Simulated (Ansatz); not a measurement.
# Ta2H: how the axes shrink under pressure

Ta2H, P-4m2, a = 3.347 Å, c = 3.393 Å. The structure is a Materials Project entry; whether it is the stable form wasn't checked. Ansatz: PBEsol, PAW, 420 eV, Γ-centred 12×12×12 mesh on 3 atoms, Gaussian smearing 0.10 eV; no spin polarisation. Cell and atoms are relaxed at each pressure, and no other structure is tried, so the rows at high pressure may lie past a change of phase. y = 100 ln(c/c0) with c0 = 3.3930 Å, so nearly a change in per cent. The pressures are the targets, met within 0.03 GPa.

| P (GPa) | y | 100 ln(a/a0) |
| --- | --- | --- |
| -2.0 | ? | ? |
| 0.0 | 0.00 | 0.00 |
| 2.0 | -0.42 | -0.25 |
| 5.0 | -1.02 | -0.61 |
| 10.0 | -1.95 | -1.19 |
| 20.0 | -3.58 | -2.24 |
| 40.0 | -6.32 | -3.96 |

**Question.** Fit y = c1 P + c2 P² to the other rows, give the linear compressibility along c, and predict the missing y.

**Answer.** Least squares on the rows shown. y = −0.2038 P + 0.001150 P². The linear compressibility along c is −c1/100 = 2.04 per TPa, against 1.25 along a from the same fit to the last column (its missing entry is 0.27): the crystal is softer along c at low pressure. With a term in P³ added, the coefficient of P becomes -0.2144, 5 % more, which shows how far this figure hangs on the form. At P = -2.0 the fit asked for gives 0.41. The run gave 0.41, the same to the digits shown.

The mesh isn't the same in all rows (12×12×12, 14×14×14). Spin–orbit coupling is left out, which can shift energies with elements as heavy as these.